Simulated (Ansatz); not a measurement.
## What spin–orbit coupling does to the bands of LiBr

```
CELL_PARAMETERS angstrom
0.00000 2.74450 2.74450
2.74450 0.00000 2.74450
2.74450 2.74450 0.00000
ATOMIC_POSITIONS crystal
Li 0.00000 0.00000 0.00000
Br 0.50000 0.50000 0.50000
```

Atoms are numbered in the order listed.

The cell is COD entry 1011363, as deposited and not checked against the literature; nothing was relaxed. It is an old determination, and later ones may differ.

Levels of theory: DFT, PBE, all-electron LAPW, scalar-relativistic (Ansatz 0.2.0); DFT, PBE, all-electron LAPW, Dirac equation with spin-orbit coupling (Ansatz 0.2.0).

Numerical set-up: a Γ-centred 8×8×8 k mesh, Fermi–Dirac smearing of 0.03 eV, basis error target 0.5 meV/atom, no spin polarisation.

Levels between -6 and 4 eV, each run counted from its own valence-band top. Scalar levels are listed once for both spins; with the coupling every spinor state is counted. Levels near the edges of the range can cross them.

Task: At Γ (0.000, 0.000, 0.000) the scalar-relativistic levels are 0.00 (×3). What are they with spin–orbit coupling?

Result: -0.55 (×2), 0.00 (×4).

Task: At X (0.500, 0.000, 0.500) the scalar-relativistic levels are -2.91, -1.15 (×2). What are they with spin–orbit coupling?

Result: -3.11 (×2), -1.46 (×2), -1.18 (×2).

Task: At W (0.500, 0.250, 0.750) the scalar-relativistic levels are -2.17 (×2), -1.16. What are they with spin–orbit coupling?

Result: -2.50 (×2), -2.22 (×2), -1.30 (×2).

Task: Without the coupling the gap is 4.96 eV, direct at Γ. And with it?

Result: 4.79 eV, direct at Γ.
